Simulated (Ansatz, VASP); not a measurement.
**One calculation of ZnSe, 3 ways**

The starting cell:

```
Se Zn
1.0
     0.00000    2.83380    2.83380
     2.83380    0.00000    2.83380
     2.83380    2.83380    0.00000
Se Zn
1 1
Cartesian
  4.2507 4.2507 4.2507
  0.0000 0.0000 0.0000
```

Alike in all runs: task relaxation of cell and atoms; functional PBE; k mesh 8 × 8 × 8; occupations fermi-dirac, width 0.05 eV; no spin polarisation; no spin-orbit coupling.

```csv
program and potentials,plane-wave cutoff (eV),notes,equilibrium volume (Å³/atom)
"Ansatz, Ansatz PAW",420,14 valence electrons an atom on average,23.54
"VASP, PBE PAW files Se, Zn, 600 eV",600,9 valence electrons an atom on average,23.65
"Ansatz, all-electron LAPW, scalar-relativistic",-,-,23.55
```

The equilibrium volume spans 23.54 (Ansatz, Ansatz PAW) to 23.65 Å³/atom (VASP, PBE PAW files Se, Zn, 600 eV), with all-electron results at 23.55. Relaxations stop with a little pressure left, so the last digit of a volume isn't settled.

The functional is the same throughout but for its coding, so the spread measures potentials, basis and numerics; runs on potential files found faulty are left out.
